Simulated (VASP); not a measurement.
# GaAs (F-43m) in VASP: further runs

Runs on GaAs. Level: PBEsol. Tasks: dielectric tensor.

Program: VASP 6.6.1. These are calculated values, not measurements. Logs are shortened: lines on timing, memory, paths and dates and some standing lists are left out, and cuts for length are marked.

### 1 The structure

It takes space group F-43m (No. 216, cubic). The conventional cell has a = 5.654 Å, b = 5.654 Å, c = 5.654 Å, α = 90.00°, β = 90.00°, γ = 90.00°. As (site symmetry -43m) has 4 Ga at 2.45 Å as nearest neighbours. Ga (site symmetry -43m) is surrounded by 4 As at 2.45 Å.

### 2 Dielectric tensor, PBEsol

The input, INCAR:

```
SYSTEM = GaAs
ALGO     = Normal         ! electronic algorithm
EDIFF    = 1E-8           ! SCF threshold, eV
ENCUT    = 400            ! plane-wave cutoff, eV
GGA      = PS             ! functional
ISIF     = 2              ! what is computed and relaxed
ISMEAR   = 0              ! smearing method
LASPH    = .TRUE.         ! aspherical terms in the spheres
LCHARG   = .FALSE.        ! write CHGCAR
LEPSILON = .TRUE.         ! dielectric tensor by DFPT
LREAL    = .FALSE.        ! projectors in reciprocal space
LWAVE    = .FALSE.        ! write WAVECAR
NELM     = 100            ! most SCF steps
PREC     = Accurate       ! precision mode
SIGMA    = 0.01           ! smearing width, eV
```

The input, KPOINTS:

```
k-points
0
G
  5 5 5
  0 0 0
```

The input, POSCAR:

```
GaAs
1.0
    0.0000000000      2.8268500000      2.8268500000
    2.8268500000      0.0000000000      2.8268500000
    2.8268500000      2.8268500000      0.0000000000
As Ga
1 1
Direct
    0.7500000000      0.7500000000      0.7500000000
    0.0000000000      0.0000000000      0.0000000000
```

Potentials or basis: VASP PAW PBE potentials, release 64 (As, Ga_d).

Run with:

```console
$ cat potpaw_PBE.64/As/POTCAR potpaw_PBE.64/Ga_d/POTCAR > POTCAR
$ mpirun -np 1 vasp_std > vasp.out
```

OUTCAR:

```text
SYSTEM = GaAs
   EDIFF = 1E-8
   ENCUT = 400
   GGA = PS
   ISIF = 2
   ISMEAR = 0
   LASPH = .TRUE.
   LEPSILON = .TRUE.
   LREAL = .FALSE.
   NELM = 100
   PREC = Accurate

 Found     10 irreducible k-points:

 Following reciprocal coordinates:
            Coordinates               Weight
  0.000000  0.000000  0.000000      1.000000
  0.200000  0.000000  0.000000      8.000000
  0.400000  0.000000  0.000000      8.000000
  0.200000  0.200000  0.000000      6.000000
  0.400000  0.200000  0.000000     24.000000
 -0.400000  0.200000  0.000000     24.000000
   k-points           NKPTS =     10   k-points in BZ     NKDIM =     10   number of bands    NBANDS=     13
   number of dos      NEDOS =    301   number of ions     NIONS =      2
   total plane-waves  NPLWV =  21952
   dimension x,y,z NGX =    28 NGY =   28 NGZ =   28
   dimension x,y,z NGXF=    56 NGYF=   56 NGZF=   56
   ions per type =               1   1
   NGX,Y,Z   is equivalent  to a cutoff of  11.64, 11.64, 11.64 a.u.
   NGXF,Y,Z  is equivalent  to a cutoff of  23.29, 23.29, 23.29 a.u.
 SYSTEM =  GaAs
   PREC   = accura    normal or accurate (medium, high low for compatibility)
   ISTART =      0    job   : 0-new  1-cont  2-samecut
   ICHARG =      2    charge: 1-file 2-atom 10-const
   ISPIN  =      1    spin polarized calculation?
   LNONCOLLINEAR =      F non collinear calculations
   LSORBIT =      F    spin-orbit coupling
   LASPH  =      T    aspherical Exc in radial PAW
   ENCUT  =  400.0 eV  29.40 Ry    5.42 a.u.   6.52  6.52  6.52*2*pi/ulx,y,z
   NELM   =    100;   NELMIN=  2; NELMDL= -5     # of ELM steps
   EDIFF  = 0.1E-07   stopping-criterion for ELM
   LREAL  =      F    real-space projection
   EDIFFG = 0.1E-06   stopping-criterion for IOM
   NSW    =      0    number of steps for IOM
   IBRION =     -1    ionic relax: 0-MD 1-quasi-New 2-CG
   NFREE  =      0    steps in history (QN), initial steepest desc. (CG)
   ISIF   =      2    stress and relaxation
   ISYM   =      2    0-nonsym 1-usesym 2-fastsym
   POTIM  = 0.5000    time-step for ionic-motion
   TEBEG  =    0.0;   TEEND  =   0.0 temperature during run
   PSTRESS=    0.0 pullay stress
   NELECT =      18.0000    total number of electrons
   NUPDOWN=      -1.0000    fix difference up-down
   EMIN   =  10.00;   EMAX   =-10.00  energy-range for DOS
   EFERMI =   0.00;   METHOD = LEGACY
   ISMEAR =     0;   SIGMA  =   0.01  broadening in eV -4-tet -1-fermi 0-gaus
   EFERMI_NEDOS =   21; number of points for ismear=-14 and -15
   IALGO  =     38    algorithm
[... 149 lines left out ...]
      4.24027      4.24027      4.24027         0.000000     -0.000000     -0.000000
      0.00000      0.00000      0.00000        -0.000000      0.000000      0.000000
 -----------------------------------------------------------------------------------
    total drift:                               -0.000001     -0.000001     -0.000000

  FREE ENERGIE OF THE ION-ELECTRON SYSTEM (eV)
  ---------------------------------------------------
  free  energy   TOTEN  =        -9.0245498215 eV

  energy  without entropy=       -9.0245498215  energy(sigma->0) =       -9.02454982

 HEAD OF MICROSCOPIC STATIC DIELECTRIC TENSOR (INDEPENDENT PARTICLE, excluding Hartree and local field effects)
 ------------------------------------------------------
         113.094886     0.000000     0.000000
          -0.000000   113.094886     0.000000
           0.000000    -0.000000   113.094886
 ------------------------------------------------------

 Free energy of the ion-electron system (eV)
  ---------------------------------------------------
  ---------------------------------------------------
  free energy    TOTEN  =       -14.24354288 eV

  energy without entropy =      -14.24354288

------------------------ aborting loop because EDIFF is reached ----------------------------------------

--------------------------------------- Ionic step        2  -------------------------------------------

------------------------ aborting loop because EDIFF is reached ----------------------------------------

--------------------------------------- Ionic step        3  -------------------------------------------

 Free energy of the ion-electron system (eV)
  ---------------------------------------------------
  ---------------------------------------------------
  free energy    TOTEN  =       -14.24354411 eV

  energy without entropy =      -14.24354411

------------------------ aborting loop because EDIFF is reached ----------------------------------------

 PIEZOELECTRIC TENSOR FIELD DIRECTION 3  (e Angst)
 -----------------------------------------------------------------------------
     0.00081  5.46092  0.00000           (  0.00001  0.02597  0.00000)
     5.46092  0.00081  0.00000           (  0.02597  0.00001  0.00000)
     0.00000  0.00000 -0.00336           (  0.00000  0.00000 -0.00001)

 PIEZOELECTRIC TENSOR FIELD DIRECTION 3  (C/m^2)
 -----------------------------------------------------------------------------
     0.00029  1.93659  0.00000
     1.93659  0.00029  0.00000
     0.00000  0.00000 -0.00119

 MACROSCOPIC STATIC DIELECTRIC TENSOR (including local field effects in DFT)
 ------------------------------------------------------
         111.082937    -0.000000     0.000000
           0.000000   111.082937    -0.000000
           0.000000     0.000000   111.082937
 ------------------------------------------------------

 PIEZOELECTRIC TENSOR (including local field effects)  for field in x, y, z        (e  Angst)
          XX          YY          ZZ          XY          YZ          ZX
  --------------------------------------------------------------------------------
  x     0.00000    -0.00000     0.00000     0.00000     5.48340     0.00000
  y    -0.00000    -0.00000     0.00000     0.00000     0.00000     5.48340
  z    -0.00000    -0.00000    -0.00000     5.48340    -0.00000     0.00000

 PIEZOELECTRIC TENSOR (including local field effects)  for field in x, y, z        (C/m^2)
          XX          YY          ZZ          XY          YZ          ZX
  --------------------------------------------------------------------------------
  x     0.00000    -0.00000     0.00000     0.00000     1.94456     0.00000
  y    -0.00000    -0.00000     0.00000     0.00000     0.00000     1.94456
  z    -0.00000    -0.00000    -0.00000     1.94456    -0.00000     0.00000

 BORN EFFECTIVE CHARGES (including local field effects) (in |e|, cummulative output)
 ---------------------------------------------------------------------------------
 ion    1
    1    -3.05564    -0.00000    -0.00000
    2    -0.00000    -3.05564     0.00000
    3    -0.00000    -0.00000    -3.05564
 ion    2
    1     3.05564     0.00000     0.00000
    2     0.00000     3.05564    -0.00000
    3     0.00000     0.00000     3.05564
```

OSZICAR:

```text
N       E                     dE             d eps       ncg     rms          rms(c)
[... 13 lines left out ...]
RMM:   6    -0.142449902689E+02   -0.21682E-01   -0.72471E-04  1356   0.208E-01    0.319E-02
RMM:   7    -0.142437666140E+02    0.12237E-02   -0.17291E-04  1394   0.708E-02    0.936E-03
RMM:   8    -0.142434468827E+02    0.31973E-03   -0.11993E-05  1418   0.236E-02    0.203E-03
RMM:   9    -0.142436181768E+02   -0.17129E-03    0.61324E-06  1385   0.834E-03    0.523E-04
RMM:  10    -0.142435334289E+02    0.84748E-04    0.13034E-06  1413   0.319E-03    0.117E-04
RMM:  11    -0.142435404097E+02   -0.69808E-05    0.14635E-06  1421   0.124E-03    0.872E-05
RMM:  12    -0.142435465736E+02   -0.61639E-05    0.20831E-06  1295   0.591E-04    0.223E-05
RMM:  13    -0.142435441138E+02    0.24598E-05   -0.37384E-07  1187   0.260E-04    0.742E-06
```

stdout:

```text
POSCAR found type information on POSCAR AsGa
 POSCAR found :  2 types and       2 ions
 scaLAPACK will be used
 -----------------------------------------------------------------------------
|                                                                             |
[... 28 lines left out ...]
 dielectric tensor                  component  3 :     6.015    -6.093   106.447
 Linear response to external field, progress :
  Direction:   1
 dielectric tensor                  component  1 :   111.083     8.946     1.494
 Linear response to external field, progress :
  Direction:   2
 dielectric tensor                  component  2 :     8.958   111.083     1.396
 Linear response to external field, progress :
  Direction:   3
 dielectric tensor                  component  3 :     7.055     3.384   111.083
 Born effective charges drift removed
```

It took 88 s on 1 thread of Intel Xeon Platinum 8488C (Sapphire Rapids), shared host; peak memory 0.17 GiB.

These settings aren't checked as converged: the numbers below hold their error.

What came out:

```yaml
Band_gap_on_the_k_mesh: 0.45 eV, direct
Electronic_dielectric_tensor_diagonal: 111.08
Born_charges_mean_of_the_diagonal: As -3.06; Ga +3.06 e
```

Caveat: the gap is small at this level, which inflates the dielectric constant.

(Part 1 of 2 ends here.)
